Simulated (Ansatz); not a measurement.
TaN: moving N off its site

TaN, P-6m2, a = 2.938 Å, c = 2.883 Å (as given, not relaxed at this level: -0.2 GPa). This isn't the usual stable structure of the compound. Ansatz: r2SCAN, PAW, 500 eV, Γ-centred 18×18×16 mesh on 2 atoms, Gaussian smearing 0.15 eV; no spin polarisation.

```yaml
crystal:
  lattice:
    - [2.93800, 0.00000, 0.00000]
    - [-1.46900, 2.54438, 0.00000]
    - [0.00000, 0.00000, 2.88300]
  atoms:
    - { symbol: Ta, position: [0.33333, 0.66667, 0.50000] }
    - { symbol: N, position: [0.00000, 0.00000, 0.00000] }
```

Atom 2 (N) moves by x along the unit vector (0.000, 0.000, 1.000), with its periodic images; all else is held. y is the free energy of the cell over the start, F the force along the path summed over the moved atoms. Symmetry makes y even in x.

| x (Å) | y (meV) | F (eV/Å) |
| --- | --- | --- |
| -0.3000 | 703.7 | 4.94 |
| -0.1500 | 166.3 | 2.27 |
| 0.0000 | 0.0 | 0.00 |
| 0.0375 | 10.1 | -0.54 |
| 0.0750 | 40.7 | -1.09 |
| 0.1125 | 92.4 | -1.67 |
| 0.1875 | 263.4 | -2.91 |
| 0.2250 | 384.8 | -3.57 |
| 0.2625 | ? | ? |

Task: Fit y = c2 x² + c4 x⁴ to the energies of the other rows, give the force constant, and predict energy and force of the missing row.

Result: Least squares on the rows shown. y = 7279.8 x² + 6017.0 x⁴. The force constant is 2 c2 = 14.6 eV/Å² (for all images moving together, not for a lone atom). The force −dy/dx at the missing row is -4.26 eV/Å (computed -4.25). At x = 0.2625 the fit asked for gives 530.2 meV. The run gave 531.4 meV, so the fit is 1.2 meV too low, a small miss on the scale of the series.

Spin–orbit coupling is left out, which can shift energies with elements as heavy as these.